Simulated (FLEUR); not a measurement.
# MnO2: parallel and opposed starts, part 3 of 3

Wanted: the moments of MnO2 and the energy of each order that was tried.

FLEUR MaX-R8.1; PBE with U = 2.4 eV on Mn d; all-electron FLAPW, Dirac cores, scalar-relativistic bands.

So far, largest spin moment in the muffin-tin sphere (μB): step 2 (order 1, typed as ferro ++) 2.87; step 3 (order 2, typed as antiferro +-) 2.76.

## Step 6: Spin–orbit coupling, moments along [001]

Level of this step: PBE with U = 2.4 eV on Mn d; all-electron FLAPW, Dirac cores, scalar-relativistic bands with spin-orbit coupling (FLEUR).

Spin–orbit coupling ties the spins to the lattice and lets orbital moments form.

A new self-consistent run of the start antiferro +-, with the moments along z.

Contents of inp.xml:

```
<?xml version="1.0" encoding="UTF-8" standalone="no"?>
<fleurInput fleurInputVersion="0.39">
   <comment>
      MnO2
   </comment>
   <calculationSetup>
      <cutoffs Kmax="4.4" Gmax="13.2" GmaxXC="13.2" numbands="174"/>
      <scfLoop itmax="130" minDistance="0.0001" maxIterBroyd="15" imix="Anderson" alpha="0.05" precondParam="0.0" spinf="2.0" sdNocoIR="T"/>
      <coreElectrons ctail="T" frcor="F" kcrel="0" coretail_lmax="0"/>
      <xcFunctional name="pbe" relativisticCorrections="F"/>
      <magnetism jspins="2"/>
      <soc l_soc="T" theta="0.0" phi="0.0" spav="F"/>
      <expertModes spex="0" secvar="F"/>
      <geometryOptimization l_f="F" forcealpha="1.0" forcemix="BFGS" epsdisp="0.00001" epsforce="0.00001"/>
      <ldaU l_linMix="F" mixParam="0.05" spinf="1.0"/>
   </calculationSetup>
   <cell>
      <bzIntegration valenceElectrons="54.0" mode="hist" fermiSmearingEnergy="0.00110248">
         <kPointListSelection listName="default-1"/>
         <xi:include xmlns:xi="http://www.w3.org/2001/XInclude" href="kpts.xml"> </xi:include>
      </bzIntegration>
      <xi:include xmlns:xi="http://www.w3.org/2001/XInclude" href="sym.xml"> </xi:include>
      <bulkLattice scale="1.0">
         <bravaisMatrix>
            <row-1>    8.1836025450739847     0.0000000000000000     0.0000000000000000</row-1>
            <row-2>    0.0000000000000000     8.4325488286325783     0.0000000000000000</row-2>
            <row-3>    0.0000000000000000     0.0000000000000000     5.4092971900214089</row-3>
         </bravaisMatrix>
      </bulkLattice>
   </cell>
   <atomSpecies>
      <species name="Manganese 4.500" element="Mn" atomicNumber="25">
         <mtSphere radius="2.21" gridPoints="731" logIncrement="0.017"/>
         <atomicCutoffs lmax="8" lnonsphr="6"/>
         <electronConfig flipSpins="F">
            <coreConfig>(1s1/2) (2s1/2) (2p1/2) (2p3/2)</coreConfig>
            <valenceConfig>(3s1/2) (3p1/2) (3p3/2) (4s1/2) (3d3/2) (3d5/2)</valenceConfig>
            <stateOccupation state="(3d3/2)" spinUp="1.75" spinDown="0.25"/>
            <stateOccupation state="(3d5/2)" spinUp="3.0" spinDown="0.0"/>
         </electronConfig>
         <energyParameters s="4" p="4" d="3" f="4"/>
         <ldaU l="2" U="2.4" J="0.0" l_amf="F"/>
         <lo type="SCLO" l="0" n="3" eDeriv="0"/>
         <lo type="SCLO" l="1" n="3" eDeriv="0"/>
      </species>
      <species name="Manganese -4.500" element="Mn" atomicNumber="25">
         <mtSphere radius="2.21" gridPoints="731" logIncrement="0.017"/>
         <atomicCutoffs lmax="8" lnonsphr="6"/>
         <electronConfig flipSpins="F">
            <coreConfig>(1s1/2) (2s1/2) (2p1/2) (2p3/2)</coreConfig>
            <valenceConfig>(3s1/2) (3p1/2) (3p3/2) (4s1/2) (3d3/2) (3d5/2)</valenceConfig>
            <stateOccupation state="(3d3/2)" spinUp="0.25" spinDown="1.75"/>
            <stateOccupation state="(3d5/2)" spinUp="0.0" spinDown="3.0"/>
         </electronConfig>
         <energyParameters s="4" p="4" d="3" f="4"/>
         <ldaU l="2" U="2.4" J="0.0" l_amf="F"/>
         <lo type="SCLO" l="0" n="3" eDeriv="0"/>
         <lo type="SCLO" l="1" n="3" eDeriv="0"/>
      </species>
      <species name="Oxygen (O)" element="O" atomicNumber="8">
         <mtSphere radius="1.25" gridPoints="415" logIncrement="0.025"/>
         <atomicCutoffs lmax="6" lnonsphr="4"/>
         <electronConfig flipSpins="F">
            <coreConfig>(1s1/2)</coreConfig>
            <valenceConfig>(2s1/2) (2p1/2) (2p3/2)</valenceConfig>
            <stateOccupation state="(2p1/2)" spinUp="0.666667" spinDown="0.666667"/>
            <stateOccupation state="(2p3/2)" spinUp="1.333333" spinDown="1.333333"/>
         </electronConfig>
         <energyParameters s="2" p="2" d="3" f="4"/>
      </species>
   </atomSpecies>
   <atomGroups>
      <atomGroup species="Manganese 4.500">
         <relPos label="                   1">.0000000000 .0000000000 .0000000000</relPos>
         <force calculate="T" relaxXYZ="TTT"/>
      </atomGroup>
      <atomGroup species="Manganese -4.500">
         <relPos label="                   2">1.000/2.000 1.000/2.000 1.000/2.000</relPos>
         <force calculate="T" relaxXYZ="TTT"/>
      </atomGroup>
      <atomGroup species="Oxygen (O)">
         <relPos label="                   3">-.2139923600 .1770373300 1.000/2.000</relPos>
         <relPos label="                   6">.2139923600 -.1770373300 1.000/2.000</relPos>
         <force calculate="T" relaxXYZ="TTT"/>
      </atomGroup>
      <atomGroup species="Oxygen (O)">
         <relPos label="                   4">-.2860076400 -.3229626700 .0000000000</relPos>
         <relPos label="                   5">.2860076400 .3229626700 .0000000000</relPos>
         <force calculate="T" relaxXYZ="TTT"/>
      </atomGroup>
   </atomGroups>
   <output dos="F" band="F" slice="F">
      <bandDOS minEnergy="-.5*Htr" maxEnergy="0.5*Htr" sigma="0.015" storeEVData="T"/>
      <plotting iplot="0" polar="F">
         <plot TwoD="T" vec1="  1.0  0.0  0.0" vec2="  0.0  1.0  0.0" vec3="  0.0  0.0  1.0" zero="  0.0  0.0  0.0" file="plot"/>
      </plotting>
      <moessbauerParams electricFieldGradient="F" isomerShift="F" coreHyperfine="F" valenceHyperfine="F"/>
   </output>
</fleurInput>
```

Contents of crystal.txt:

```
MnO2
&input film=F cartesian=F /
4.33057597000  0.00000000000  0.00000000000
0.00000000000  4.46231267000  0.00000000000
0.00000000000  0.00000000000  2.86247680000
1.8897261246
1.0 1.0 1.0

6
25 0.00000000000  0.00000000000  0.00000000000 : 4.500
25 0.50000000000  0.50000000000  0.50000000000 : -4.500
8 0.78600764000  0.17703733000  0.50000000000
8 0.71399236000  0.67703733000  0.00000000000
8 0.28600764000  0.32296267000  0.00000000000
8 0.21399236000  0.82296267000  0.50000000000

&soc 0.0000000 0.0000000 /
&kpt div1=8 div2=8 div3=8 gamma=T /
```

Started as:

```sh
> OMP_NUM_THREADS=1 inpgen -f crystal.txt > inpgen.log  # inp.xml is then edited as shown
> OMP_NUM_THREADS=1 mpirun -n 4 fleur_MPI > fleur.log
```

The log of the run:

```text
[banner, memory and clock lines left out]
Welcome to FLEUR        (www.flapw.de)
      MaX-Release 8.1          (www.max-centre.eu)

 ========== k-point set info ==========
 Selected k-point list: default-1
 k-point list type: mesh
 0 x 0 x 0
 Number of k points: 172

 [... set-up left out ...]
 no density matrix found ... skipping LDA+U
 Complex matrix made real
 Complex matrix made real
 Reset of history
 Iteration:     1   Distance:      43.87676981 me/bohr^3
 Iteration:     2   Distance:      38.20405639 me/bohr^3
 Iteration:     3   Distance:      31.48991894 me/bohr^3
 Iteration:     4   Distance:      20.85098080 me/bohr^3
 Iteration:     5   Distance:      19.87023367 me/bohr^3
 Iteration:     6   Distance:       5.15315098 me/bohr^3
 Iteration:     7   Distance:       9.07369275 me/bohr^3
 Iteration:     8   Distance:       9.51279073 me/bohr^3
 Iteration:     9   Distance:       1.96524226 me/bohr^3
 Iteration:    10   Distance:       1.43026290 me/bohr^3
 Iteration:    11   Distance:       1.33620837 me/bohr^3
 Iteration:    12   Distance:       0.38543246 me/bohr^3
 Iteration:    13   Distance:       0.27657296 me/bohr^3
 Iteration:    14   Distance:       0.02097957 me/bohr^3
[... lines left out ...]
 Iteration:    19   Distance:       0.00390759 me/bohr^3
 Iteration:    20   Distance:       0.00170419 me/bohr^3
 Iteration:    21   Distance:       0.00093819 me/bohr^3
 Iteration:    22   Distance:       0.00074379 me/bohr^3
 Iteration:    23   Distance:       0.00058837 me/bohr^3
 Iteration:    24   Distance:       0.00020003 me/bohr^3
 Iteration:    25   Distance:       0.00003545 me/bohr^3

 ********************************************************************
 Run finished successfully
 Stop message:
   all done
 ********************************************************************

--- out.xml (last complete iteration) ---
<iteration numberForCurrentRun="   25" overallNumber="   25">
         [... left out ...]
         <bandgap value="0.4208156257" units="eV"/>
         <sumValenceSingleParticleEnergies value="-28.7879454862" units="Htr"/>
         <FermiEnergy value="0.2665731153" units="Htr"/>
         [... left out ...]
         <magneticMomentsInMTSpheres units="muBohr">
            <globalMagMoment atomType="1" vec="0.00000   0.00000   2.75543"/>
            <globalMagMoment atomType="2" vec="0.00000   0.00000  -2.75543"/>
            <globalMagMoment atomType="3" vec="0.00000   0.00000   0.02921"/>
            <globalMagMoment atomType="4" vec="0.00000   0.00000  -0.02921"/>
         </magneticMomentsInMTSpheres>
         <orbitalMomentsInMTSpheres units="muBohr">
            <globalMagMoment atomType="1" vec="0.00000   0.00000  -0.02367"/>
            <globalMagMoment atomType="2" vec="0.00000   0.00000   0.02367"/>
            <globalMagMoment atomType="3" vec="0.00000   0.00000   0.00007"/>
            <globalMagMoment atomType="4" vec="0.00000   0.00000  -0.00007"/>
         </orbitalMomentsInMTSpheres>
         [... left out ...]
         <totalEnergy value="    -2618.1598252476" units="Htr">
            <sumOfEigenvalues value="    -1498.8031598223">
               <coreElectrons value="-1470.0152143361"/>
               <valenceElectrons value="-28.7879454862"/>
            </sumOfEigenvalues>
         [... left out ...]
            <freeEnergy value="-2618.1598253625"/>
            <extrapolationTo0K value="-2618.1598253051"/>
         </totalEnergy>
         [... left out ...]
         <ldaUDensityMatrixConvergence>
            <distance spin="1" distance="0.000002"/>
            <distance spin="2" distance="0.000002"/>
         </ldaUDensityMatrixConvergence>
         <densityConvergence units="me/bohr^3">
            <chargeDensity spin="1" distance="0.0000223538"/>
            <chargeDensity spin="2" distance="0.0000223470"/>
            <overallChargeDensity distance="0.0000354502"/>
            <spinDensity distance="0.0000272296"/>
         </densityConvergence>
      </iteration>
```

It took 13 min on 4 MPI ranks of Intel Xeon 6975P-C (Granite Rapids), shared host; peak memory 1.5 GiB.

Spin moment in the muffin-tin sphere by atom:

```tsv
atom	spin moment in the muffin-tin sphere (μB)
Mn1	2.76
Mn2	-2.76
O3	0.03
O4	-0.03
O5	-0.03
O6	0.03
```

Read from the output:

* free energy: -71243.7583 eV
* program's band gap on this mesh (in a metal only a level spacing): 0.4208 eV
* magnetization: 0 μB
* final state: antiferromagnetic
* orbital moment along the spin: -0.02367 μB

Orbital moment in the sphere, along the spin axis by atom:

```tsv
atom	orbital moment in the sphere, along the spin axis (μB)
Mn1	-0.0237
Mn2	0.0237
O3	0.0001
O4	-0.0001
O5	-0.0001
O6	0.0001
```

## Step 7: Summary of results

```yaml
lowest_state_found: antiferromagnetic (typed antiferro +-)
largest_site_spin_moment: 2.76 μB
next_finished_state: ferromagnetic, 48.0 meV a seeded atom higher
spinless_run_over_the_lowest_under_a_u_no_clean_measure_of_the_moments: 1801 meV a seeded atom
orbital_moment_on_the_atom_of_largest_spin_along_its_spin_spin_orbit_run: -0.0237 μB
```

What this shows: The lowest state found is antiferromagnetic, reached from the start antiferro +-, with moments up to 2.76 μB. The next finished state costs 48 meV a seeded atom. Under a U a spinless run can be left with part-filled orbitals, which the U penalises, or fall into a low-spin state, so its energy is no clean measure of what the moments gain. On the atom of largest spin the orbital moment is almost quenched. This is the lowest of 3 finished starts, no proof of the ground state. Under a U the differences between the orders can hold more than exchange, though the occupations look alike: the program's gaps run from 0.16 to 0.42 eV.

[Logs and program files are shortened in this print: banners, set-up blocks, solver, clock and traceback lines can be left out without a mark of their own.]

[Logs are printed without paths, hosts, clocks, repeated set-up lines and the standing remarks that a program may print on its own settings, such as how far it seeks lower states.]

[Hosts, paths, dates, database ids (printed as entryN), source tags and the programs' standing remarks are cut or masked in the printed files.]

[Where a cell is said to come from a database of computed structures, the database is the Materials Project.]
